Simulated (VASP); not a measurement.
Input of a VASP 6.6.1 run:

The input INCAR:

```
PREC     = Accurate       # precision mode
ENCUT    = 520            # plane-wave cutoff, eV
EDIFF    = 1E-7           # SCF threshold, eV
ISMEAR   = -1             # smearing method
SIGMA    = 0.05           # smearing width, eV
LREAL    = F              # projectors in reciprocal space
LASPH    = T              # aspherical terms in the spheres
NELM     = 60             # most SCF steps
ALGO     = Normal         # electronic algorithm
ISIF     = 2              # what is computed and relaxed
LWAVE    = F              # write WAVECAR
LCHARG   = T              # write CHGCAR
GGA      = PS             # functional
LVHAR    = T            
NBANDS   = 66             # bands
KPAR     = 2
```

The input KPOINTS:

```
Automatic mesh
0
Gamma
  5 5 5
```

Contents of POSCAR:

```
W
1.0
    5.0830000000      0.0000000000      0.0000000000
    0.0000000000      5.0830000000      0.0000000000
    0.0000000000      0.0000000000      5.0830000000
W
8
Direct
    0.5000000000      0.2500000000      0.0000000000
    0.5000000000      0.7500000000      0.0000000000
    0.7500000000      0.0000000000      0.5000000000
    0.2500000000      0.0000000000      0.5000000000
    0.0000000000      0.5000000000      0.7500000000
    0.0000000000      0.5000000000      0.2500000000
    0.5000000000      0.5000000000      0.5000000000
    0.0000000000      0.0000000000      0.0000000000
```

Potentials or basis: VASP PAW PBE potentials, release 64 (W_sv).

Run with:

```bash
$ cat potpaw_PBE.64/W_sv/POTCAR > POTCAR
$ mpirun -np 2 vasp_std > vasp.out
```

Question: Estimate the band gap on the k mesh.

Answer: None (metal or under the smearing width).

Question: Estimate the pressure.

Answer: -8.6 GPa.

Caveat: the PAW data sets were made with another functional, which shifts forces and pressure a little. Spin-orbit coupling is left out, which matters for the levels of W.
